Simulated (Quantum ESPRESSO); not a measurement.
# CuO (P6_3mc) in Quantum ESPRESSO: equation of state

Aim: energy against volume of CuO in PBE, for its equilibrium volume and stiffness.

Program: Quantum ESPRESSO 7.5. These are calculated values, not measurements. Logs are shortened: lines on timing, memory, paths and dates and some standing lists are left out, and cuts for length are marked.

## Step 1: The crystal as given

It takes space group P6_3mc (No. 186, hexagonal). The conventional cell has a = 3.288 Å, b = 3.288 Å, c = 5.385 Å, α = 90.00°, β = 90.00°, γ = 120.00°. Around Cu (site symmetry 3m) lie 4 O at 2.01 to 2.02 Å. O (site symmetry 3m) has 4 Cu at 2.01 to 2.02 Å as nearest neighbours.

Measurements of this composition are mostly on another form, of space group No. 15.

## Step 2: Single point, PBE, 11.85 Å³/atom

pw.in

```
&CONTROL
  calculation = 'scf'
  prefix = 'pwscf'
  outdir = './tmp'
  pseudo_dir = './pseudo'
  tprnfor = .true.
  tstress = .true.
  disk_io = 'nowf'
/
&SYSTEM
  ibrav = 0
  nat = 4
  ntyp = 2
  ecutwfc = 55
  ecutrho = 440
  nbnd = 25
  occupations = 'smearing'
  smearing = 'fd'
  degauss = 0.00367493
/
&ELECTRONS
  conv_thr = 8d-10
  electron_maxstep = 120
  mixing_beta = 0.5
/
ATOMIC_SPECIES
Cu    63.5460 Cu.paw.z_11.ld1.psl.v1.0.0-low.upf
O     15.9990 O.pbe-n-kjpaw_psl.0.1.UPF
CELL_PARAMETERS angstrom
   3.2209030567    0.0000000000    0.0000000000
  -1.6104515235    2.7893838657    0.0000000000
   0.0000000000    0.0000000000    5.2750955479
ATOMIC_POSITIONS crystal
Cu     0.6666666667    0.3333333333    0.0000000000
Cu     0.3333333333    0.6666666667    0.5000000000
O      0.6666666667    0.3333333333    0.6252000000
O      0.3333333333    0.6666666667    0.1252000000
K_POINTS automatic
9 9 5 0 0 0
```

Potentials or basis: SSSP 1.3 efficiency PBE.

Command:

```bash
OMP_NUM_THREADS=1 pw.x -in pw.in > pw.out
```

pw.out:

```text
This program is part of the open-source Quantum ESPRESSO suite
     for quantum simulation of materials; please cite
         "P. Giannozzi et al., J. Phys.:Condens. Matter 21 395502 (2009);
         "P. Giannozzi et al., J. Phys.:Condens. Matter 29 465901 (2017);
         "P. Giannozzi et al., J. Chem. Phys. 152 154105 (2020);
     in publications or presentations arising from this work. More details at

     file Cu.paw.z_11.ld1.psl.v1.0.0-low.upf: wavefunction(s)  4S 3D renormalized
     file O.pbe-n-kjpaw_psl.0.1.UPF: wavefunction(s)  2P renormalized
     Message from routine setup:
     using ibrav=0 with symmetry is DISCOURAGED, use correct ibrav instead

     G-vector sticks info
     --------------------
     sticks:   dense  smooth     PW     G-vecs:    dense   smooth      PW
     Sum        1135     559    163                49861    17609    2875

     Using Slab Decomposition

     bravais-lattice index     =            0
     lattice parameter (alat)  =       6.0866  a.u.
     unit-cell volume          =     319.8253 (a.u.)^3
     number of atoms/cell      =            4
     number of atomic types    =            2
     number of electrons       =        34.00
     number of Kohn-Sham states=           25
     kinetic-energy cutoff     =      55.0000  Ry
     charge density cutoff     =     440.0000  Ry
     scf convergence threshold =      8.0E-10
     mixing beta               =       0.5000
     number of iterations used =            8  plain     mixing
     Exchange-correlation= SLA  PW   PBX  PBC
                           (   1   4   3   4   0   0   0)

     celldm(1)=   6.086625  celldm(2)=   0.000000  celldm(3)=   0.000000
     celldm(4)=   0.000000  celldm(5)=   0.000000  celldm(6)=   0.000000

     crystal axes: (cart. coord. in units of alat)
               a(1) = (   1.000000   0.000000   0.000000 )
               a(2) = (  -0.500000   0.866025   0.000000 )
               a(3) = (   0.000000   0.000000   1.637769 )

     reciprocal axes: (cart. coord. in units 2 pi/alat)
               b(1) = (  1.000000  0.577350 -0.000000 )
               b(2) = (  0.000000  1.154701  0.000000 )
               b(3) = (  0.000000 -0.000000  0.610587 )

     PseudoPot. # 1 for Cu read from file:
     Cu.paw.z_11.ld1.psl.v1.0.0-low.upf
     Pseudo is Projector augmented-wave + core cor, Zval = 11.0
     Generated using &quot;atomic&quot; code by A. Dal Corso  v.6.3MaX
     Shape of augmentation charge: PSQ
     Using radial grid of 1199 points,  6 beta functions with:
                l(1) =   0
                l(2) =   0
                l(3) =   1
                l(4) =   1
                l(5) =   2
                l(6) =   2
     Q(r) pseudized with 0 coefficients

     PseudoPot. # 2 for O  read from file:
     O.pbe-n-kjpaw_psl.0.1.UPF
     Pseudo is Projector augmented-wave + core cor, Zval =  6.0
     Generated using "atomic" code by A. Dal Corso  v.5.0.99 svn rev. 10869
     Shape of augmentation charge: BESSEL
     Using radial grid of 1095 points,  4 beta functions with:
                l(1) =   0
                l(2) =   0
                l(3) =   1
                l(4) =   1
     Q(r) pseudized with 0 coefficients

     atomic species   valence    mass     pseudopotential
     Cu               11.00    63.54600     Cu( 1.00)
     O                 6.00    15.99900     O ( 1.00)

     12 Sym. Ops. (no inversion) found ( 6 have fractional translation)

   Cartesian axes

     site n.     atom                  positions (alat units)
         1        Cu     tau(   1) = (   0.5000000   0.2886751   0.0000000  )
         2        Cu     tau(   2) = (   0.0000000   0.5773503   0.8188846  )
         3        O      tau(   3) = (   0.5000000   0.2886751   1.0239333  )
         4        O      tau(   4) = (   0.0000000   0.5773503   0.2050487  )

     number of k points=    36  Fermi-Dirac smearing, width (Ry)=  0.0037
                       cart. coord. in units 2pi/alat
        k(    1) = (   0.0000000   0.0000000   0.0000000), wk =   0.0049383
        k(    2) = (   0.0000000   0.0000000   0.1221173), wk =   0.0098765
        k(    3) = (   0.0000000   0.0000000   0.2442347), wk =   0.0098765
        k(    4) = (   0.0000000   0.1283001   0.0000000), wk =   0.0296296
        k(    5) = (   0.0000000   0.1283001   0.1221173), wk =   0.0592593
        k(    6) = (   0.0000000   0.1283001   0.2442347), wk =   0.0592593
[... 28 lines left out ...]
        k(   35) = (   0.3333333   0.5773503   0.1221173), wk =   0.0197531
        k(   36) = (   0.3333333   0.5773503   0.2442347), wk =   0.0197531

     Dense  grid:    49861 G-vectors     FFT dimensions: (  45,  45,  72)

     Smooth grid:    17609 G-vectors     FFT dimensions: (  30,  30,  48)

     Initial potential from superposition of free atoms

     starting charge      33.9995, renormalised to      34.0000
     Starting wfcs are   26 randomized atomic wfcs

     Self-consistent Calculation

[... 86 lines left out ...]
     5.3207   5.3207   5.4163   5.4163   6.3472   6.9451   7.5808   7.5808
     7.8249   7.8249  10.1557  11.4062  16.9952  18.5970  21.1925  21.1925
    21.5197

          k = 0.0000 0.1283 0.0000 (  2205 PWs)   bands (ev):

   -11.3968 -10.8060   1.5462   2.4056   2.6131   2.6287   2.7069   2.8294
     5.1411   5.1871   5.4550   5.5023   5.6335   7.0351   7.1959   7.6298
     7.9153   8.0251   9.0330  13.6213  15.2502  19.7482  21.1085  21.3482
    22.0092

          k = 0.0000 0.1283 0.1221 (  2201 PWs)   bands (ev):

   -11.3424 -10.8644   1.5672   2.2740   2.6163   2.6269   2.6974   2.8009
     5.1874   5.2241   5.4719   5.4812   5.8209   7.1030   7.2739   7.4172
     7.8280   7.9464   9.4831  12.9402  15.8895  19.8219  20.5794  21.1188
    21.1676

          k = 0.0000 0.1283 0.2442 (  2202 PWs)   bands (ev):

   -11.1979 -11.0154   1.6904   1.9617   2.6307   2.6671   2.6691   2.7350
     5.2967   5.3151   5.4101   5.4145   6.3588   6.9506   7.3137   7.4812
     7.5792   7.7389  10.5105  11.7462  17.0821  18.6301  20.2044  20.6633
    21.2359

          k = 0.0000 0.2566 0.0000 (  2196 PWs)   bands (ev):

   -11.2331 -10.7374   1.8191   2.0906   2.4521   2.6941   2.7545   2.9395
     5.0154   5.2043   5.3567   5.5202   5.7112   6.4262   6.8846   7.1592
     7.7102   7.8202  10.2107  14.6128  15.4186  17.8591  19.9227  21.2469
    21.2786

          k = 0.0000 0.2566 0.1221 (  2192 PWs)   bands (ev):

   -11.1864 -10.7853   1.7246   1.9689   2.5511   2.7108   2.7413   2.9082
     5.0868   5.2372   5.4486   5.4926   5.8231   6.5014   6.9787   7.0629
     7.6151   7.7349  10.4927  13.7311  16.1622  17.9842  19.6277  20.7690
    21.2539

          k = 0.0000 0.2566 0.2442 (  2205 PWs)   bands (ev):

   -11.0635 -10.9102   1.6543   1.7610   2.6545   2.7102   2.7605   2.8351
     5.2431   5.3202   5.3983   5.4176   6.3370   6.6624   6.8964   7.2196
     7.2272   7.5079  11.3179  12.4844  17.1309  17.9781  19.1987  19.7740
    21.3441

          k = 0.0000 0.3849 0.0000 (  2206 PWs)   bands (ev):

   -11.0269 -10.6719   1.6981   2.1061   2.3567   2.7757   2.8824   3.0813
     4.9523   5.2457   5.2908   5.5420   5.8271   5.8826   6.5044   6.6064
     7.4019   7.5495  11.6165  15.0990  15.8579  16.4307  18.7974  20.0519
    21.3332
[... 136 lines left out ...]
   -10.8281 -10.7425   1.6224   1.6488   2.5748   2.6105   3.0348   3.0895
     5.2159   5.3613   5.4879   5.4921   5.8774   6.0791   6.4226   6.4587
     6.9710   7.0873  13.0660  13.8542  16.7154  16.7453  18.1236  18.2823
    20.8480

          k = 0.2222 0.5132 0.0000 (  2209 PWs)   bands (ev):

   -10.7882 -10.6524   1.9468   2.1201   2.5891   2.6665   2.8346   3.0137
     5.0168   5.1108   5.3393   5.3805   5.6601   5.8133   6.0408   6.3129
     6.8240   7.0699  14.0092  15.2407  15.4826  16.4198  18.3166  19.0764
    19.7609

          k = 0.2222 0.5132 0.1221 (  2210 PWs)   bands (ev):

   -10.7729 -10.6629   1.8416   1.9547   2.5018   2.5717   3.0204   3.1004
     5.0729   5.2610   5.3647   5.4296   5.7127   5.7947   6.0468   6.3825
     6.7874   7.0489  14.0230  15.0077  15.6641  16.5082  17.6534  18.5748
    20.3393

          k = 0.2222 0.5132 0.2442 (  2209 PWs)   bands (ev):

   -10.7351 -10.6930   1.6885   1.7216   2.4787   2.5020   3.1497   3.1685
     5.1797   5.2614   5.5427   5.6207   5.6845   5.8012   6.1736   6.4111
     6.7872   6.9764  14.1889  14.5933  15.9623  16.4218  17.1701  17.7332
    21.6348

          k = 0.3333 0.5774 0.0000 (  2199 PWs)   bands (ev):

   -10.6966 -10.6966   2.2721   2.2829   2.4536   2.4536   2.8864   2.8864
     4.9858   5.1333   5.1333   5.2280   5.6985   5.9918   5.9918   6.6242
     6.6623   6.6623  15.2952  15.4097  15.4097  15.4566  18.4208  18.4208
    20.4032

          k = 0.3333 0.5774 0.1221 (  2208 PWs)   bands (ev):

   -10.6940 -10.6940   2.1798   2.1798   2.2720   2.2806   3.0728   3.0728
     5.0119   5.2072   5.2835   5.2835   5.7736   5.9563   5.9563   6.5208
     6.7248   6.7248  15.3173  15.4460  15.4883  15.4883  17.7164  17.7164
    20.8466

          k = 0.3333 0.5774 0.2442 (  2226 PWs)   bands (ev):

   -10.6897 -10.6897   1.9083   1.9083   2.2729   2.2761   3.2070   3.2070
     5.0766   5.1508   5.5588   5.5588   5.8561   5.8561   5.9826   6.2668
     6.8385   6.8385  15.3665  15.4146  15.7551  15.7551  16.6993  16.6993
    22.1253

     the Fermi energy is     7.2940 ev

!    total energy              =    -509.35977295 Ry
     total all-electron energy =     -6920.813090 Ry
     estimated scf accuracy    <          3.3E-10 Ry
     smearing contrib. (-TS)   =      -0.00348896 Ry
     internal energy E=F+TS    =    -509.35628399 Ry

     The total energy is F=E-TS. E is the sum of the following terms:
     one-electron contribution =    -106.79089570 Ry
     hartree contribution      =      91.45226465 Ry
     xc contribution           =    -103.86380567 Ry
     ewald contribution        =    -191.42009346 Ry
     one-center paw contrib.   =    -198.73375382 Ry

     convergence has been achieved in  10 iterations

     Forces acting on atoms (cartesian axes, Ry/au):

     atom    1 type  1   force =     0.00000000   -0.00000000   -0.00393289
     atom    2 type  1   force =     0.00000000    0.00000000   -0.00393289
     atom    3 type  2   force =     0.00000000    0.00000000    0.00393289
     atom    4 type  2   force =     0.00000000    0.00000000    0.00393289

     Total force =     0.007866     Total SCF correction =     0.000006

     Computing stress (Cartesian axis) and pressure

          total   stress  (Ry/bohr**3)                   (kbar)     P=      -27.39
  -0.00022991   0.00000000   0.00000000          -33.82        0.00        0.00
   0.00000000  -0.00022991   0.00000000            0.00      -33.82        0.00
   0.00000000   0.00000000  -0.00009869            0.00        0.00      -14.52

=------------------------------------------------------------------------------=
   JOB DONE.
=------------------------------------------------------------------------------=
```

It took 32 s on 1 thread of Intel Xeon Platinum 8488C (Sapphire Rapids), shared host; peak memory 0.25 GiB.

What came out:

* Free energy: -6930.1928 eV
* Pressure: -2.7 GPa
* Largest force: 0.101 eV/Å
* Band gap on the k mesh: none (metal or under the smearing width)

Caveat: the run has no spin polarisation, though such a crystal can be magnetic; semilocal functionals often make such compounds metallic where correlation or magnetic order opens a gap, which also shifts bond lengths.

## Step 3: Single point, PBE, 12.10 Å³/atom

Changes to pw.in since step 2:

```diff
@@ -29,5 +29,5 @@
 CELL_PARAMETERS angstrom
-   3.2209030567    0.0000000000    0.0000000000
-  -1.6104515235    2.7893838657    0.0000000000
-   0.0000000000    0.0000000000    5.2750955479
+   3.2435862200    0.0000000000    0.0000000000
+  -1.6217931051    2.8090280613    0.0000000000
+   0.0000000000    0.0000000000    5.3122453321
 ATOMIC_POSITIONS crystal
```

Potentials or basis: SSSP 1.3 efficiency PBE.

Command:

```bash
OMP_NUM_THREADS=1 pw.x -in pw.in > pw.out
```

Wall time 31 s (1 thread of Intel Xeon Platinum 8488C (Sapphire Rapids), shared host); peak memory 0.26 GiB.

The run converged. Its results:

```
Free energy            : -6930.1699 eV
Pressure               : -5.2 GPa
Largest force          : 0.091 eV/Å
Band gap on the k mesh : none (metal or under the smearing width)
```

Caveat: the run has no spin polarisation, though such a crystal can be magnetic; semilocal functionals often make such compounds metallic where correlation or magnetic order opens a gap, which also shifts bond lengths.

## Step 4: Single point, PBE, 12.35 Å³/atom

Changes to pw.in since step 3:

```diff
@@ -29,5 +29,5 @@
 CELL_PARAMETERS angstrom
-   3.2435862200    0.0000000000    0.0000000000
-  -1.6217931051    2.8090280613    0.0000000000
-   0.0000000000    0.0000000000    5.3122453321
+   3.2659564870    0.0000000000    0.0000000000
+  -1.6329782385    2.8284012808    0.0000000000
+   0.0000000000    0.0000000000    5.3488826646
 ATOMIC_POSITIONS crystal
```

Command:

```bash
OMP_NUM_THREADS=1 pw.x -in pw.in > pw.out
```

Run time: 32 s. Hardware: 1 thread of Intel Xeon Platinum 8488C (Sapphire Rapids), shared host; peak memory 0.26 GiB.

It converged, with:

```
Free energy            : -6930.1322 eV
Pressure               : -7.5 GPa
Largest force          : 0.082 eV/Å
Band gap on the k mesh : none (metal or under the smearing width)
```

Caveat: the run has no spin polarisation, though such a crystal can be magnetic; semilocal functionals often make such compounds metallic where correlation or magnetic order opens a gap, which also shifts bond lengths.

## Step 5: Single point, PBE, 12.60 Å³/atom

Changes to pw.in since step 4:

```diff
@@ -29,5 +29,5 @@
 CELL_PARAMETERS angstrom
-   3.2659564870    0.0000000000    0.0000000000
-  -1.6329782385    2.8284012808    0.0000000000
-   0.0000000000    0.0000000000    5.3488826646
+   3.2880244300    0.0000000000    0.0000000000
+  -1.6440122100    2.8475126800    0.0000000000
+   0.0000000000    0.0000000000    5.3850248600
 ATOMIC_POSITIONS crystal
```

Command:

```bash
OMP_NUM_THREADS=1 pw.x -in pw.in > pw.out
```

Wall time 33 s (1 thread of Intel Xeon Platinum 8488C (Sapphire Rapids), shared host); peak memory 0.27 GiB.

Results (log left out):

| Property | Result |
| --- | --- |
| Free energy | -6930.0813 eV |
| Pressure | -9.4 GPa |
| Largest force | 0.074 eV/Å |
| Band gap on the k mesh | none (metal or under the smearing width) |

Caveat: the run has no spin polarisation, though such a crystal can be magnetic; semilocal functionals often make such compounds metallic where correlation or magnetic order opens a gap, which also shifts bond lengths.

## Step 6: Single point, PBE, 12.86 Å³/atom

Changes to pw.in since step 5:

```diff
@@ -29,5 +29,5 @@
 CELL_PARAMETERS angstrom
-   3.2880244300    0.0000000000    0.0000000000
-  -1.6440122100    2.8475126800    0.0000000000
-   0.0000000000    0.0000000000    5.3850248600
+   3.3098000608    0.0000000000    0.0000000000
+  -1.6549000254    2.8663709294    0.0000000000
+   0.0000000000    0.0000000000    5.4206883156
 ATOMIC_POSITIONS crystal
```

Potentials or basis: SSSP 1.3 efficiency PBE.

Command:

```bash
OMP_NUM_THREADS=1 pw.x -in pw.in > pw.out
```

It took 34 s on 1 thread of Intel Xeon Platinum 8488C (Sapphire Rapids), shared host; peak memory 0.27 GiB.

The run converged. Its results:

```
Free energy            : -6930.0188 eV
Pressure               : -11.1 GPa
Largest force          : 0.066 eV/Å
Band gap on the k mesh : none (metal or under the smearing width)
```

Caveat: the run has no spin polarisation, though such a crystal can be magnetic; semilocal functionals often make such compounds metallic where correlation or magnetic order opens a gap, which also shifts bond lengths.

## Step 7: Single point, PBE, 13.11 Å³/atom

Changes to pw.in since step 6:

```diff
@@ -29,5 +29,5 @@
 CELL_PARAMETERS angstrom
-   3.3098000608    0.0000000000    0.0000000000
-  -1.6549000254    2.8663709294    0.0000000000
-   0.0000000000    0.0000000000    5.4206883156
+   3.3312928712    0.0000000000    0.0000000000
+  -1.6656464306    2.8849842492    0.0000000000
+   0.0000000000    0.0000000000    5.4558885767
 ATOMIC_POSITIONS crystal
```

Command:

```bash
OMP_NUM_THREADS=1 pw.x -in pw.in > pw.out
```

Run time: 36 s. Hardware: 1 thread of Intel Xeon Platinum 8488C (Sapphire Rapids), shared host; peak memory 0.28 GiB.

It converged, with:

```
Free energy            : -6929.9461 eV
Pressure               : -12.7 GPa
Largest force          : 0.059 eV/Å
Band gap on the k mesh : none (metal or under the smearing width)
```

Caveat: the run has no spin polarisation, though such a crystal can be magnetic; semilocal functionals often make such compounds metallic where correlation or magnetic order opens a gap, which also shifts bond lengths.

## Step 8: Single point, PBE, 13.36 Å³/atom

Changes to pw.in since step 7:

```diff
@@ -29,5 +29,5 @@
 CELL_PARAMETERS angstrom
-   3.3312928712    0.0000000000    0.0000000000
-  -1.6656464306    2.8849842492    0.0000000000
-   0.0000000000    0.0000000000    5.4558885767
+   3.3525118693    0.0000000000    0.0000000000
+  -1.6762559295    2.9033604405    0.0000000000
+   0.0000000000    0.0000000000    5.4906403963
 ATOMIC_POSITIONS crystal
```

Command:

```bash
OMP_NUM_THREADS=1 pw.x -in pw.in > pw.out
```

Run time: 36 s. Hardware: 1 thread of Intel Xeon Platinum 8488C (Sapphire Rapids), shared host; peak memory 0.28 GiB.

It converged, with:

| Item | Value |
| --- | --- |
| Free energy | -6929.8643 eV |
| Pressure | -14.0 GPa |
| Largest force | 0.053 eV/Å |
| Band gap on the k mesh | none (metal or under the smearing width) |

Caveat: the run has no spin polarisation, though such a crystal can be magnetic; semilocal functionals often make such compounds metallic where correlation or magnetic order opens a gap, which also shifts bond lengths.

## Step 9: Equation of state, PBE

Potentials or basis: SSSP 1.3 efficiency PBE.

No new run: the results of the series are fitted here.

What came out:

| Property | Result |
| --- | --- |
| Equilibrium volume | 11.64 Å³/atom (rough: see the caveat) |
| Bulk modulus at fixed shape and positions | 137 GPa (rough) |

Energy against volume, from the lowest point:
| volume (Å³/atom) | energy (meV/atom) |
| --- | --- |
| 11.848 | 0.00 |
| 12.100 | 5.72 |
| 12.352 | 15.13 |
| 12.605 | 27.87 |
| 12.857 | 43.49 |
| 13.109 | 61.66 |
| 13.361 | 82.11 |

Caveat: the minimum lies outside the volumes run; the cell was scaled at fixed shape and fractional positions, which overstates the stiffness of a crystal with free parameters, most of all of layers and chains; the run has no spin polarisation, though such a crystal can be magnetic.
